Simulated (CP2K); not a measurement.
Crystal: Ru.

```xyz
2
Lattice="2.7058 0.0000 0.0000 -1.3529 2.3433 0.0000 0.0000 0.0000 4.2819" Properties=species:S:1:pos:R:3 pbc="T T T"
Ru    1.3529    0.7811    3.2114
Ru    0.0000    1.5622    1.0705
```

Base run:

- Program: CP2K 2026.2
- Functional: PBEsol
- Potentials or basis: POTENTIAL_UZH Ru GTH-PBE-q16; TZVP-MOLOPT-PBE-GTH basis
- Density cutoff: 6123 eV
- k mesh: 11 × 11 × 6
- Occupations: fermi-dirac, width 0.05 eV
- Spin: no spin polarisation

Its results: band gap on the k mesh none (metal or under the smearing width); pressure -2.8 GPa.

Problem. The run is repeated on the same cell with these changes: functional from PBEsol to PBE. What comes out?

Solution. Band gap on the k mesh none (metal or under the smearing width); pressure 7.4 GPa.

PBE binds less tightly than PBEsol, so the same cell stands under more pressure.

Caveats: the basis of atomic orbitals isn't converged, which shifts pressures, moduli and gaps; the potentials were made for another functional, which shifts forces and pressure (some runs).
